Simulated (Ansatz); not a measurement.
# LiI under a change: biaxial strain +1.46 %, plane normal [111], relaxed out of plane

Consider LiI in the rock salt structure (space group Fm-3m, No. 225; a = 6.019 Å). Axes: x, y, z lie along the cube axes.

Perturbation: biaxial strain +1.46 %, plane normal [111], relaxed out of plane (Cartesian); in-plane vectors clamped, the third vector and the atoms free.

The values are results of plane-wave PAW DFT at the PBE level (Ansatz, a program for electronic structure, 420 eV), without spin-orbit coupling, not measurements. Γ-centred 10×10×10 mesh, Fermi–Dirac width 0.05 eV.

The volume per atom rises by 0.597 Å³ (27.26 Å³ → 27.85 Å³) and the space group goes from Fm-3m (No. 225) to R-3m (No. 166). The energy grows by 1.5 meV/atom and the pressure (mean of the normal stresses, compression positive) decreases by 0.405 GPa, from 0.01 GPa to -0.40 GPa. The band gap falls by 0.17 eV (4.25 eV → 4.08 eV) and the gap character is direct at Γ. The valence-band top at Γ (three highest levels, from the VBM) amounts to 0.00, -0.13, -0.13 eV and the valley order (the lowest conduction-band minima on the path, energy above the VBM, named in the base's zone) becomes Γ 4.08 eV; X along [001] 4.27 eV; L along [111] 4.42 eV; L along [1-11] 4.54 eV (base: Γ 4.25 eV; X along ⟨100⟩ 4.36 eV; L along ⟨111⟩ 4.59 eV). The out-of-plane strain is -0.73 % and the ratio −ε⊥/ε∥ is 0.50.

Spin-orbit coupling, missing from the scalar runs, can matter with I. Stability against distortions was not tested. Labels are those of the standard path for the cell's own space group.
